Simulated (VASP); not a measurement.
VASP 6.6.1 run: InP

INCAR

```
ISMEAR = -1
LCHARG = .FALSE.
SIGMA = 0.02
NELM = 69
NSW = 0
ENCUT = 520
EDIFF = 1E-7
NBANDS = 16
LREAL = .FALSE.
ISIF = 2
PREC = Accurate
IBRION = -1
ISYM = 3
GGA = PE
LASPH = .TRUE.
LWAVE = .FALSE.
```

KPOINTS

```
KPOINTS created by Atomic Simulation Environment
0
Gamma
8 8 8
0 0 0
```

POSCAR

```
In P
 1.0000000000000000
     0.0000000000000000    2.9242497584999998    2.9242497584999998
     2.9242497584999998    0.0000000000000000    2.9242497584999998
     2.9242497584999998    2.9242497584999998    0.0000000000000000
 In  P
   1   1
Cartesian
  0.0000000000000000  0.0000000000000000  0.0000000000000000
  1.4621248792499999  1.4621248792499999  1.4621248792499999
```

The recommended PBE PAW datasets give the neutral cell 18 valence electrons.

Command

```
mpirun -np 1 vasp_std
```

OSZICAR

```
N       E                     dE             d eps       ncg     rms          rms(c)
DAV:   1     0.112402163328E+03    0.11240E+03   -0.86086E+03   928   0.127E+03
DAV:   2    -0.139360856050E+01   -0.11380E+03   -0.10892E+03  1048   0.296E+02
DAV:   3    -0.859555375649E+01   -0.72019E+01   -0.71710E+01  1192   0.741E+01
DAV:   4    -0.879024965181E+01   -0.19470E+00   -0.19464E+00  1232   0.131E+01
DAV:   5    -0.879883916499E+01   -0.85895E-02   -0.85893E-02  1336   0.232E+00
```

Standard output (part)

```
POSCAR found type information on POSCAR InP
 POSCAR found :  2 types and       2 ions
 LDA part: xc-table for (Slater+PW92), standard interpolation
 POSCAR, INCAR and KPOINTS ok, starting setup
 WAVECAR not read
 entering main loop
|                     _     ____    _    _    _____     _                     |
|                    | |   | |_) | | |  | | | |  __    | |                    |
|                    |_|   |  _ <  | |  | | | | |_ |   |_|                    |
|                     _    | |_) | | |__| | | |__| |    _                     |
|     internal error in CHECK_FULL_KPOINTS: KPOINTS_FULL not properly         |
|     initialised                                                             |
|     If you are not a developer, you should not encounter this problem.      |
|     Please submit a bug report.                                             |
```

VASP stopped with an error.

The run took about 8.9 s on one core of a shared host (Intel Xeon Platinum 8488C) and held 0.15 GiB at most.
